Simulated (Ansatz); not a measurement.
This log comes from Ansatz, run on In2O3 in the corundum structure. The start is a rough guess from atomic radii.

Starting structure:
```cif
data_structure
_symmetry_space_group_name_H-M 'P 1'
_symmetry_Int_Tables_number 1
_cell_length_a 5.5511
_cell_length_b 5.5511
_cell_length_c 5.5511
_cell_angle_alpha 55.442
_cell_angle_beta 55.442
_cell_angle_gamma 55.442
_cell_volume 108.15
loop_
_atom_site_label
_atom_site_type_symbol
_atom_site_fract_x
_atom_site_fract_y
_atom_site_fract_z
_atom_site_occupancy
In1 In 0.85500 0.85500 0.85500 1
In2 In 0.35500 0.35500 0.35500 1
In3 In 0.14500 0.14500 0.14500 1
In4 In 0.64500 0.64500 0.64500 1
O1 O 0.44500 0.05500 0.75000 1
O2 O 0.05500 0.75000 0.44500 1
O3 O 0.55500 0.94500 0.25000 1
O4 O 0.25000 0.55500 0.94500 1
O5 O 0.94500 0.25000 0.55500 1
O6 O 0.75000 0.44500 0.05500 1
```

Main lines of the log:
```
Functional definition: PBE
Crystal: 10 atoms, lattice volume = 108.150 Å³
Basis set: ecut = 420 eV, 2127 PW (Γ)
Bands: 54, of which v1, the nominal top of the filled ones, is band 44 counted from 1 (43 counted from 0)
Symmetry: 12 space group operations
Space group: R-3c (ITA 167)
k-points: 32 of 216
preconditioner: auto → Resta (q_TF=auto, 2.636 Å⁻¹)  ε∞=4.6  [insulator: Δε(μ)=2.336 eV  σ=0.020 eV  ℏωp=33.5 eV]
relax step 1: F+E_penalty+E_count = -25793.05918039 eV  max|allowed force component| = 7.831e-1 eV/Å  Δτ_max = 0.0000 Å  P = +51.706 GPa  Ω = 108.150 Å³
relax step 2: F+E_penalty+E_count = -25795.93709197 eV  max|allowed force component| = 3.589e-1 eV/Å  Δτ_max = 0.0198 Å  P = +11.565 GPa  Ω = 123.587 Å³
relax step 3: F+E_penalty+E_count = -25796.17660979 eV  max|allowed force component| = 1.071e-1 eV/Å  Δτ_max = 0.0265 Å  P = +2.498 GPa  Ω = 128.548 Å³
relax step 4: F+E_penalty+E_count = -25796.18483292 eV  max|allowed force component| = 6.842e-2 eV/Å  Δτ_max = 0.0088 Å  P = +0.104 GPa  Ω = 130.313 Å³
relax step 5: F+E_penalty+E_count = -25796.18467386 eV  max|allowed force component| = 4.115e-2 eV/Å  Δτ_max = 0.0027 Å  P = -0.161 GPa  Ω = 130.454 Å³
relax step 6: F+E_penalty+E_count = -25796.18560862 eV  max|allowed force component| = 2.678e-2 eV/Å  Δτ_max = 0.0045 Å  P = +0.055 GPa  Ω = 130.338 Å³
relax step 7: F+E_penalty+E_count = -25796.18567870 eV  max|allowed force component| = 1.217e-4 eV/Å  Δτ_max = 0.0015 Å  P = +0.000 GPa  Ω = 130.373 Å³
relax step 8: F+E_penalty+E_count = -25796.44222737 eV  max|allowed force component| = 9.376e-3 eV/Å  Δτ_max = 0.0000 Å  P = +2.485 GPa  Ω = 130.373 Å³  (SCF on a basis re-selected at this cell)
relax step 9: F+E_penalty+E_count = -25796.44991983 eV  max|allowed force component| = 2.732e-3 eV/Å  Δτ_max = 0.0029 Å  P = +0.289 GPa  Ω = 132.176 Å³
relax step 10: F+E_penalty+E_count = -25796.44898578 eV  max|allowed force component| = 3.473e-3 eV/Å  Δτ_max = 0.0007 Å  P = -0.016 GPa  Ω = 132.427 Å³
relax step 11: F+E_penalty+E_count = -25796.45779689 eV  max|allowed force component| = 3.972e-3 eV/Å  Δτ_max = 0.0000 Å  P = -0.008 GPa  Ω = 132.427 Å³  (SCF on a basis re-selected at this cell)
Free energy (F): -25796.457797 eV
Fermi energy:    8.784198 eV
--- Forces (eV/Å), atoms counted from 1 ---
  atom   1  In      0.00000      0.00000    -0.00397
  atom   2  In      0.00000      0.00000    -0.00397
  atom   3  In      0.00000      0.00000      0.00397
  atom   4  In      0.00000      0.00000      0.00397
  atom   5  O     -0.00320      0.00000      0.00000
  atom   6  O       0.00160      0.00277      0.00000
  atom   7  O       0.00320      0.00000      0.00000
  atom   8  O     -0.00160      0.00277      0.00000
  atom   9  O     -0.00160    -0.00277      0.00000
  atom  10  O       0.00160    -0.00277      0.00000
--- Stress (GPa, compression-positive) ---
       -0.008607       0.000000       0.000000
        0.000000      -0.008607       0.000000
        0.000000       0.000000      -0.005597
  P = ⅓ Tr σ = -0.0076 GPa (-0.076 kbar)
--- Relaxed structure (9 steps of the walk, 9 accepted, 2 SCFs on fresh bases) ---
  F+E_penalty+E_count = -25796.45779689 eV   max|allowed force component| = 3.972e-3 eV/Å
  cell:  # Å, volume = 132.4266 Å³
    - [2.787824, 1.609551, 4.918738]
    - [-2.787824, 1.609551, 4.918738]
    - [0.000000, -3.219102, 4.918738]
  atoms:
    - { symbol: In, position: [0.857246, 0.857246, 0.857246] }
    - { symbol: In, position: [0.357246, 0.357246, 0.357246] }
    - { symbol: In, position: [0.142754, 0.142754, 0.142754] }
    - { symbol: In, position: [0.642754, 0.642754, 0.642754] }
    - { symbol: O, position: [0.453524, 0.046476, 0.750000] }
    - { symbol: O, position: [0.046476, 0.750000, 0.453524] }
    - { symbol: O, position: [0.546476, 0.953524, 0.250000] }
    - { symbol: O, position: [0.250000, 0.546476, 0.953524] }
    - { symbol: O, position: [0.953524, 0.250000, 0.546476] }
    - { symbol: O, position: [0.750000, 0.453524, 0.046476] }
```

Task: Which of these blocks stood in the input: relax, gw, phonons, dielectric, magnetization (spin_orbit)?

Result: relax. The relax steps with a changing cell volume need the relax block with cell.

Task: Which k mesh was typed?

Result: 6×6×6, Γ-centred.

Task: How were the bands filled?

Result: With smearing of width σ = 0.02 eV (Fermi-Dirac in this run).

Command: `ansatz run input.yaml --threads 4 --pin off --max-ram 7372MiB --backend cpu --events-out ev --progress --plain --runs-dir out`. It took 33 s on 4 threads of Arm Neoverse V2 (shared host), load about 0.7 per core; peak host memory 0.59 GiB.

No spin polarisation and no zero-point or thermal motion.
